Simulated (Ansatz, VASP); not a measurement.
# Two plane-wave programs on NiSb

```
CELL_PARAMETERS angstrom
0.00000 2.98845 2.98845
2.98845 0.00000 2.98845
2.98845 2.98845 0.00000
ATOMIC_POSITIONS crystal
Ni 0.75000 0.75000 0.75000
Sb 0.00000 0.00000 0.00000
```

The cell was built by a generator and needn't be a form met in nature.

Alike in both runs: task relaxation of cell and atoms; functional PBEsol; dispersion D4; k mesh 5 × 5 × 5; occupations fermi-dirac, width 0.0834 eV; no spin polarisation.

|  | VASP | Ansatz |
| --- | --- | --- |
| version | VASP 6.6.1 | Ansatz 0.2.0 |
| potentials or method | VASP PAW PBE potentials, release 64 (Ni, Sb) | PAW plane waves |
| plane-wave cutoff (eV) | 600 | 420 |
| valence electrons in the cell | 15 | 33 |

VASP gave:

```
gap on the k mesh at the Fermi level, each at its own relaxed structure (eV) : none
relaxed volume (Å³/atom)                                                     : 21.90
relaxed cell length with the largest relative difference (Å)                 : 3.956
energy change over the relaxation (meV/atom)                                 : -205
```

Question: Estimate Ansatz's values.

Answer: gap on the k mesh at the Fermi level, each at its own relaxed structure (eV): none; relaxed volume (Å³/atom): 21.91; relaxed cell length with the largest relative difference (Å): 3.957; energy change over the relaxation (meV/atom): -205.

A gap of «none» marks a metal or a gap that the smearing closes. The two sets of potentials don't hold the same shells in valence. Ansatz warned: «end_state_compared».

Caveats: the k mesh is coarse (spacing up to 0.36 Å⁻¹), so the values aren't converged; the volume moved by over 15 % at a fixed basis, so the end points are rough; the PAW data sets were made with another functional, which shifts forces and pressure a little (VASP); pairwise dispersion overbinds metals, which lowers pressure and volume. Spin-orbit coupling is left out, which matters for the levels of Sb. Spin polarisation is off, so any magnetic state and its effect on volume and gap are missing.
